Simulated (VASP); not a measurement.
# FeO (Wuestite) (Fm-3m) in VASP: a series of runs

The runs below take FeO (Wuestite) through relaxation of cell and atoms, with PBEsol, RPBE, revPBE, BLYP, AM05.

All numbers are computed with VASP 6.6.1; they aren't measurements. Logs are shortened: lines on timing, memory, paths and dates and some standing lists are left out, and cuts for length are marked.

## Step 1: The crystal as given

The structure is cubic, space group Fm-3m (No. 225). The conventional cell has a = 4.311 Å, b = 4.311 Å, c = 4.311 Å, α = 90.00°, β = 90.00°, γ = 90.00°. Fe (site symmetry m-3m) is surrounded by 6 O at 2.16 Å. Around O (site symmetry m-3m) lie 6 Fe at 2.16 Å.

## Step 2: Relaxation of cell and atoms, PBEsol, collinear spin, ferromagnetic start

The input, INCAR:

```
SYSTEM = FeO
  PREC = Accurate
  ENCUT = 600
  EDIFF = 1E-6
  ISMEAR = -1
  SIGMA = 0.05
  LREAL = .False.
  LASPH = .True.
  NELM = 100
  ALGO = Fast
  ISIF = 3
  LWAVE = .False.
  LCHARG = .False.
  ISPIN = 2
  MAGMOM = 3 0
  LORBIT = 11
  LMAXMIX = 4
  GGA = PS
  IBRION = 2
  NSW = 60
  EDIFFG = -0.02
```

The input, KPOINTS:

```
Automatic mesh
0
Gamma
  8 8 8
  0 0 0
```

The input, POSCAR:

```
FeO
1.0
    0.0000000000      2.1554000000      2.1554000000
    2.1554000000      0.0000000000      2.1554000000
    2.1554000000      2.1554000000      0.0000000000
Fe O
1 1
Direct
    0.0000000000      0.0000000000      0.0000000000
    0.5000000000      0.5000000000      0.5000000000
```

Potentials or basis: VASP PAW PBE potentials, release 64 (Fe, O).

Command:

```bash
$ cat potpaw_PBE.64/Fe/POTCAR potpaw_PBE.64/O/POTCAR > POTCAR
$ mpirun -np 1 vasp_std > vasp.out
```

OUTCAR:

```text
SYSTEM = FeO
   PREC = Accurate
   ENCUT = 600
   EDIFF = 1E-6
   ISMEAR = -1
   LREAL = .False.
   LASPH = .True.
   NELM = 100
   ISIF = 3
   ISPIN = 2
   LORBIT = 11
   GGA = PS
   IBRION = 2
   NSW = 60
   EDIFFG = -0.02

 ion  position               nearest neighbor table
   1  0.000  0.000  0.000-   2 2.16   2 2.16   2 2.16   2 2.16   2 2.16   2 2.16
   2  0.500  0.500  0.500-   1 2.16   1 2.16   1 2.16   1 2.16   1 2.16   1 2.16

  LATTYP: Found a face centered cubic cell.
 ALAT       =     4.3108000000

  Lattice vectors:

 A1 = (   0.0000000000,   2.1554000000,   2.1554000000)
 A2 = (   2.1554000000,   0.0000000000,   2.1554000000)
 A3 = (   2.1554000000,   2.1554000000,   0.0000000000)

Analysis of symmetry for initial positions (statically):
=====================================================================
 Subroutine PRICEL returns:
 Original cell was already a primitive cell.

 Routine SETGRP: Setting up the symmetry group for a
 face centered cubic supercell.

 Subroutine GETGRP returns: Found 48 space group operations
 (whereof 48 operations were pure point group operations)
 out of a pool of 48 trial point group operations.

The static configuration has the point symmetry O_h .

Analysis of symmetry for dynamics (positions and initial velocities):
=====================================================================
 Subroutine PRICEL returns:
 Original cell was already a primitive cell.

 Routine SETGRP: Setting up the symmetry group for a
 face centered cubic supercell.

 Subroutine GETGRP returns: Found 48 space group operations
 (whereof 48 operations were pure point group operations)
 out of a pool of 48 trial point group operations.

The dynamic configuration has the point symmetry O_h .

Analysis of structural, dynamic, and magnetic symmetry:
=====================================================================
 Subroutine PRICEL returns:
 Original cell was already a primitive cell.

 Routine SETGRP: Setting up the symmetry group for a
 face centered cubic supercell.

 Subroutine GETGRP returns: Found 48 space group operations
 (whereof 48 operations were pure point group operations)
 out of a pool of 48 trial point group operations.

The overall configuration has the point symmetry O_h .

 Subroutine INISYM returns: Found 48 space group operations
 (whereof 48 operations are pure point group operations),
 and found     1 'primitive' translations

----------------------------------------------------------------------------------------

[... 123 lines left out ...]
 conjugate gradient relaxation of ions
 spin polarized calculation
 RMM-DIIS sequential band-by-band and
  energy-cutoff  :      600.00
  volume of cell :       20.03
 maximum number of plane-waves:       692
   NGX = 13   NGY = 13   NGZ = 13

--------------------------------------- Ionic step        1  -------------------------------------------

 number of electron      13.9999999 magnetization       4.0022392

 Free energy of the ion-electron system (eV)
  ---------------------------------------------------
  ext. energy  EPLUGINS =         0.00000000
  ---------------------------------------------------
  free energy    TOTEN  =       -15.84461940 eV

  energy without entropy =      -15.83110318  energy(sigma->0) =      -15.83786129

------------------------ aborting loop because EDIFF is reached ----------------------------------------

  FORCE on cell =-STRESS in cart. coord.  units (eV):
  Direction    XX          YY          ZZ          XY          YZ          ZX
  --------------------------------------------------------------------------------------
  -------------------------------------------------------------------------------------
  Total       -1.0382707     -1.0382707     -1.0382707      0.0000000     -0.0000000     -0.0000000
  in kB      -83.0629898    -83.0629898    -83.0629898      0.0000000     -0.0000000     -0.0000000
  external PRESSURE =     -83.0629898 kB  Pullay stress =       0.0000000 kB
[... 59 lines left out ...]
--------------------------------------- Ionic step        3  -------------------------------------------

 number of electron      13.9999998 magnetization       3.9979215

 Free energy of the ion-electron system (eV)
  ---------------------------------------------------
  ext. energy  EPLUGINS =         0.00000000
  ---------------------------------------------------
  free energy    TOTEN  =       -15.86820767 eV

  energy without entropy =      -15.85515327  energy(sigma->0) =      -15.86168047

 E-fermi :   6.5628     XC(G=0): -12.6574

 val. band max:        6.5395696072   @ k =  -0.3750   0.2500   0.0000
 cond. band min:       6.5656325933   @ k =  -0.2500   0.3750   0.1250
 fundamental gap:      0.0260629861
 Fermi energy:         6.5627791852

 spin component 1

 k-point     1 :       0.0000    0.0000    0.0000
  band No.  band energies     occupation
      1     -14.5093      1.00000
      2       2.5595      1.00000
      3       2.5595      1.00000
      4       2.5595      1.00000
      5       2.6296      1.00000
      6       2.6296      1.00000
      7       2.6296      1.00000
      8       2.8870      1.00000
      9       2.8870      1.00000
     10       6.8019      0.00830
     11      21.9411      0.00000
     12      23.7974      0.00000
     13      23.7974      0.00000
[... 356 lines left out ...]
      2      -1.9056      1.00000
      3      -0.4717      1.00000
      4      -0.1773      1.00000
      5       3.3353      1.00000
      6       3.5209      1.00000
      7       3.9899      1.00000
      8       5.0278      1.00000
      9       5.7722      1.00000
     10      12.8837      0.00000
     11      14.9016      0.00000
     12      16.8787      0.00000
     13      19.8905      0.00000

 [... further k-points ...]

 spin component 2

 k-point     1 :       0.0000    0.0000    0.0000
  band No.  band energies     occupation
      1     -13.9324      1.00000
      2       3.1753      1.00000
      3       3.1753      1.00000
      4       3.1753      1.00000
      5       5.7496      1.00000
      6       5.7497      1.00000
      7       5.7497      1.00000
      8       6.6520      0.14384
      9       6.6521      0.14340
     10       7.6269      0.00000
     11      21.9912      0.00000
     12      24.7962      0.00000
     13      24.7962      0.00000
[... 397 lines left out ...]
  FREE ENERGIE OF THE ION-ELECTRON SYSTEM (eV)
  ---------------------------------------------------
  free  energy   TOTEN  =       -15.8682076681 eV

  energy  without entropy=      -15.8551532703  energy(sigma->0) =      -15.86168047

 reached required accuracy - stopping structural energy minimisation

 total charge

# of ion       s       p       d       tot
------------------------------------------
    1        0.305   0.395   6.120   6.821
    2        1.547   3.441   0.000   4.988
--------------------------------------------------
tot          1.852   3.836   6.120  11.809

 magnetization (x)

# of ion       s       p       d       tot
------------------------------------------
    1        0.026   0.022   3.554   3.602
    2        0.032   0.280   0.000   0.312
--------------------------------------------------
tot          0.058   0.302   3.554   3.914
```

CONTCAR:

```text
FeO
   1.00000000000000
     0.0000000000000000    2.1238575478319253    2.1238575478319253
     2.1238575478319257   -0.0000000000000000    2.1238575478319253
     2.1238575478319257    2.1238575478319253   -0.0000000000000000
  Fe              O
     1     1
Direct
     0.0000000000000000    0.0000000000000000    0.0000000000000000
     0.5000000000000000    0.5000000000000000    0.5000000000000000

  0.00000000E+00  0.00000000E+00  0.00000000E+00
  0.00000000E+00  0.00000000E+00  0.00000000E+00
```

Run time: 34 s. Hardware: 1 thread of Intel Xeon Platinum 8259CL at 2.50GHz (Skylake/Cascade Lake), shared host; peak memory 0.16 GiB.

Results:

| Quantity | Value |
| --- | --- |
| Free energy | -15.8682 eV |
| Relaxed volume | 9.58 Å³/atom |
| Relaxed cell | a = 3.004 Å, b = 3.004 Å, c = 3.004 Å, α = 60.00°, β = 60.00°, γ = 60.00° |
| Space group after relaxing (to 0.05 Å) | Fm-3m (No. 225) |
| Energy gained by relaxing | 11.8 meV/atom |
| Ionic steps | 3 |
| Pressure after relaxing | 0.1 GPa |
| Band gap on the k mesh | none (metal or under the smearing width) |
| Net moment | 4.00 μB per cell |
| Site moments | Fe +3.60; O +0.31 μB |
| Valence electrons inside the program's atomic spheres | Fe 6.82; O 4.99 |

Step by step:
```
step  energy change (eV)  largest force (eV/Å)  pressure (GPa)  volume (Å³)
   1              0.0000                0.0000           -8.31        20.03
   2             -0.0107                0.0000            6.99        18.56
   3             -0.0236                0.0000            0.11        19.16
```

Final structure:
```xyz
2
Lattice="0.0000 2.1239 2.1239 2.1239 0.0000 2.1239 2.1239 2.1239 0.0000" Properties=species:S:1:pos:R:3 pbc="T T T"
Fe    0.0000    0.0000    0.0000
O     2.1239    2.1239    2.1239
```

Levels at points of the mesh, in eV from the Fermi level:
Spin up:
```
           k point  band 6  band 7  band 8  band 9  band 10  band 11  band 12  band 13
(0.00, 0.00, 0.00)   -3.93   -3.93   -3.68   -3.68     0.24    15.38    17.23    17.23
(0.50, 0.00, 0.00)   -3.03   -2.44   -0.18   -0.18     4.03     8.81    12.70    12.70
(0.50, 0.50, 0.00)   -3.25   -2.73   -2.73   -2.66     5.49     8.90    10.84    15.09
```
Spin down:
| k point | band 1 | band 2 | band 3 | band 4 | band 5 | band 6 | band 7 | band 8 | band 9 | band 10 |
| --- | --- | --- | --- | --- | --- | --- | --- | --- | --- | --- |
| (0.00, 0.00, 0.00) | -20.50 | -3.39 | -3.39 | -3.39 | -0.81 | -0.81 | -0.81 | 0.09 | 0.09 | 1.06 |
| (0.50, 0.00, 0.00) | -19.16 | -8.42 | -5.45 | -5.45 | 0.43 | 0.43 | 0.65 | 2.91 | 2.91 | 4.57 |
| (0.50, 0.50, 0.00) | -19.17 | -7.24 | -4.63 | -4.63 | -2.33 | 0.68 | 0.81 | 0.81 | 1.19 | 6.82 |

Caveat: the PAW data sets were made with another functional, which shifts forces and pressure a little; a cell with one magnetic atom can't hold antiferromagnetic order, which such compounds often take; semilocal functionals often make such compounds metallic where correlation or magnetic order opens a gap, which also shifts bond lengths. With open d or f shells a metallic result of PBEsol can be an artefact of self-interaction; +U or a hybrid may open a gap.

## Step 3: Relaxation of cell and atoms, RPBE, collinear spin, ferromagnetic start

INCAR: that of step 2 with these lines changed.

```diff
@@ -17,3 +17,3 @@
   LMAXMIX = 4
-  GGA = PS
+  GGA = RP
   IBRION = 2
```

KPOINTS is that of step 2.

POSCAR is that of step 2.

Potentials or basis: VASP PAW PBE potentials, release 64 (Fe, O).

Command:

```bash
$ cat potpaw_PBE.64/Fe/POTCAR potpaw_PBE.64/O/POTCAR > POTCAR
$ mpirun -np 1 vasp_std > vasp.out
```

It took 32 s on 1 thread of Intel Xeon Platinum 8259CL at 2.50GHz (Skylake/Cascade Lake), shared host; peak memory 0.16 GiB.

Results (log left out):

- Free energy: -14.1360 eV
- Relaxed volume: 10.31 Å³/atom
- Relaxed cell: a = 3.078 Å, b = 3.078 Å, c = 3.078 Å, α = 60.00°, β = 60.00°, γ = 60.00°
- Space group after relaxing (to 0.05 Å): Fm-3m (No. 225)
- Energy gained by relaxing: 4.7 meV/atom
- Ionic steps: 3
- Pressure after relaxing: -0.1 GPa
- Band gap on the k mesh: none (metal or under the smearing width)
- Net moment: 4.00 μB per cell
- Site moments: Fe +3.63; O +0.29 μB
- Valence electrons inside the program's atomic spheres: Fe 6.67; O 4.99

Step by step:
```tsv
step	energy change (eV)	largest force (eV/Å)	pressure (GPa)	volume (Å³)
1	0.0000	0.0000	5.10	20.03
2	-0.0066	0.0000	-2.65	20.97
3	-0.0095	0.0000	-0.05	20.63
```

Final structure:
```cif
data_structure
_symmetry_space_group_name_H-M 'P 1'
_symmetry_Int_Tables_number 1
_cell_length_a 3.0784
_cell_length_b 3.0784
_cell_length_c 3.0784
_cell_angle_alpha 60.000
_cell_angle_beta 60.000
_cell_angle_gamma 60.000
_cell_volume 20.63
loop_
_atom_site_label
_atom_site_type_symbol
_atom_site_fract_x
_atom_site_fract_y
_atom_site_fract_z
_atom_site_occupancy
Fe1 Fe 0.00000 0.00000 0.00000 1
O1 O 0.50000 0.50000 0.50000 1
```

Levels at points of the mesh, in eV from the Fermi level:
Spin up:
```
           k point  band 6  band 7  band 8  band 9  band 10  band 11  band 12  band 13
(0.00, 0.00, 0.00)   -3.76   -3.73   -3.73   -3.73    -0.07    15.39    16.80    16.80
(0.50, 0.00, 0.00)   -3.18   -2.61   -0.51   -0.51     4.03     8.21    12.38    12.38
(0.50, 0.50, 0.00)   -3.40   -2.98   -2.92   -2.92     5.11     8.58    10.61    14.42
```
Spin down:
| k point | band 3 | band 4 | band 5 | band 6 | band 7 | band 8 |
| --- | --- | --- | --- | --- | --- | --- |
| (0.00, 0.00, 0.00) | -3.19 | -3.19 | -0.70 | -0.70 | -0.70 | 0.25 |
| (0.50, 0.00, 0.00) | -4.99 | -4.99 | 0.36 | 0.36 | 0.56 | 2.69 |
| (0.50, 0.50, 0.00) | -4.32 | -4.32 | -2.00 | 0.69 | 0.69 | 0.76 |

Caveat: the PAW data sets were made with another functional, which shifts forces and pressure a little; a cell with one magnetic atom can't hold antiferromagnetic order, which such compounds often take; semilocal functionals often make such compounds metallic where correlation or magnetic order opens a gap, which also shifts bond lengths. RPBE and its kin give volumes clearly too large for solids.

## Step 4: Relaxation of cell and atoms, revPBE, collinear spin, ferromagnetic start

INCAR: that of step 3 with these lines changed.

```diff
@@ -17,3 +17,3 @@
   LMAXMIX = 4
-  GGA = RP
+  GGA = RE
   IBRION = 2
```

KPOINTS is that of step 3.

POSCAR is that of step 3.

Command:

```bash
$ cat potpaw_PBE.64/Fe/POTCAR potpaw_PBE.64/O/POTCAR > POTCAR
$ mpirun -np 1 vasp_std > vasp.out
```

Wall time 32 s (1 thread of Intel Xeon Platinum 8259CL at 2.50GHz (Skylake/Cascade Lake), shared host); peak memory 0.16 GiB.

It converged, with:

* Free energy: -14.2515 eV
* Relaxed volume: 10.22 Å³/atom
* Relaxed cell: a = 3.069 Å, b = 3.069 Å, c = 3.069 Å, α = 60.00°, β = 60.00°, γ = 60.00°
* Space group after relaxing (to 0.05 Å): Fm-3m (No. 225)
* Energy gained by relaxing: 2.4 meV/atom
* Ionic steps: 3
* Pressure after relaxing: 0.0 GPa
* Band gap on the k mesh: none (metal or under the smearing width)
* Net moment: 4.00 μB per cell
* Site moments: Fe +3.63; O +0.29 μB
* Valence electrons inside the program's atomic spheres: Fe 6.69; O 4.99

The path:
| step | energy change (eV) | largest force (eV/Å) | pressure (GPa) | volume (Å³) |
| --- | --- | --- | --- | --- |
| 1 | 0.0000 | 0.0000 | 3.76 | 20.03 |
| 2 | -0.0031 | 0.0000 | -2.04 | 20.72 |
| 3 | -0.0049 | 0.0000 | 0.01 | 20.45 |

Final structure:
```xyz
2
Lattice="0.0000 2.1704 2.1704 2.1704 0.0000 2.1704 2.1704 2.1704 0.0000" Properties=species:S:1:pos:R:3 pbc="T T T"
Fe    0.0000    0.0000    0.0000
O     2.1704    2.1704    2.1704
```

Levels at points of the mesh, in eV from the Fermi level:
Spin up:
```
           k point  band 7  band 8  band 9  band 10  band 11  band 12
(0.00, 0.00, 0.00)   -3.76   -3.74   -3.74    -0.03    15.41    16.86
(0.50, 0.00, 0.00)   -2.59   -0.47   -0.47     4.04     8.28    12.43
(0.50, 0.50, 0.00)   -2.93   -2.89   -2.89     5.15     8.62    10.65
```
Spin down:
```
           k point  band 2  band 3  band 4  band 5  band 6  band 7  band 8  band 9
(0.00, 0.00, 0.00)   -3.21   -3.21   -3.21   -0.71   -0.71   -0.71    0.23    0.23
(0.50, 0.00, 0.00)   -7.84   -5.04   -5.04    0.37    0.37    0.56    2.71    2.71
(0.50, 0.50, 0.00)   -6.76   -4.35   -4.35   -2.03    0.70    0.70    0.75    1.11
```

Caveat: the PAW data sets were made with another functional, which shifts forces and pressure a little; a cell with one magnetic atom can't hold antiferromagnetic order, which such compounds often take; semilocal functionals often make such compounds metallic where correlation or magnetic order opens a gap, which also shifts bond lengths. Zero-point motion and thermal expansion aren't in these numbers.

(Continued in part 2 of 2.)
